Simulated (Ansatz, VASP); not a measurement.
# One calculation of SrO, two programs

```xyz
4
Lattice="4.2354 0.0000 0.0000 -2.1177 3.6680 0.0000 0.0000 0.0000 5.1096" Properties=species:S:1:pos:R:3 pbc="T T T"
Sr    0.0000    0.0000   -0.3193
Sr    0.0000    2.4453    2.2354
O     0.0000    0.0000    2.2354
O     0.0000    2.4453    4.7902
```

The cell was built by a generator and needn't be a form met in nature.

Alike in both runs: functional PBEsol; k mesh 9 × 9 × 4; occupations gaussian, width 0.02 eV; no spin polarisation.

Ansatz relaxed the structure, and its values are those at the end. VASP's run is a single point on that final structure, the one shown.

|  | VASP | Ansatz |
| --- | --- | --- |
| version | VASP 6.6.1 | Ansatz 0.2.0 |
| potentials or method | VASP PAW PBE potentials, release 64 (Sr_sv, O) | scalar-relativistic, plane waves, PAW |
| plane-wave cutoff (eV) | 520 | 420 |
| valence electrons in the cell | 32 | 32 |

VASP gave:

```
gap on the k mesh at the Fermi level (eV) : 2.59
least direct gap on the mesh (eV)         : 2.59
pressure (GPa)                            : 0.5
```

Which values does Ansatz return?

gap on the k mesh at the Fermi level (eV): 2.61; least direct gap on the mesh (eV): 2.61; pressure (GPa): 0.0.

With one functional, cell and mesh, what is left measures potentials, basis and numerics.

Caveats: the PAW data sets were made with another functional, which shifts forces and pressure a little (VASP); an odd mesh through Γ misses points on the zone boundary, where band edges often lie. A hybrid or GW would open this gap; PBEsol tends to underestimate it.
